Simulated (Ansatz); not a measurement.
Crystal: Ni.

```
CELL_PARAMETERS angstrom
2.44802 0.00000 0.00000
-1.22401 2.12005 0.00000
0.00000 0.00000 4.07281
ATOMIC_POSITIONS crystal
Ni 0.66667 0.33333 0.75000
Ni 0.33333 0.66667 0.25000
```

This isn't the form of Ni at room conditions, which is fcc.

Alike in all runs: program Ansatz 0.2.0; functional PBEsol; potentials or basis Ansatz PAW; cutoff 420 eV (not typed: the program's choice for these potentials); k mesh 10 × 10 × 6; occupations fermi-dirac, width 0.05 eV.

The same cell was started in several ways:

```tsv
start	free energy over the lowest (meV/atom)	net moment (μB)	site or absolute moments (μB)	gap
collinear spin, ferromagnetic start of up to 0.25 μB; fixed moment 0.5	35.2	0.50	Ni +0.27	-
collinear spin, ferromagnetic start of up to 1 μB; fixed moment 2	88.8	2.00	Ni +1.01	-
collinear spin, ferromagnetic start of up to 0.5 μB; fixed moment 1	8.4	1.00	Ni +0.53	-
collinear spin, ferromagnetic start of up to 2 μB; fixed moment 4	1677.6	4.00	Ni +1.80	-
collinear spin, program default start; fixed moment 0	45.9	0.00	-	-
collinear spin, ferromagnetic start of up to 0.75 μB; fixed moment 1.5	0.0	1.50	Ni +0.78	-
collinear spin, ferromagnetic start of up to 1.25 μB; fixed moment 2.5	260.3	2.50	Ni +1.22	-
collinear spin, ferromagnetic start of up to 1.5 μB; fixed moment 3	575.3	3.00	Ni +1.42	-
```

All polarised runs hold their moment fixed, so the table maps the energy against it. A still lower state may exist.

Caveats: the total moment is fixed, so each spin has its own Fermi level.
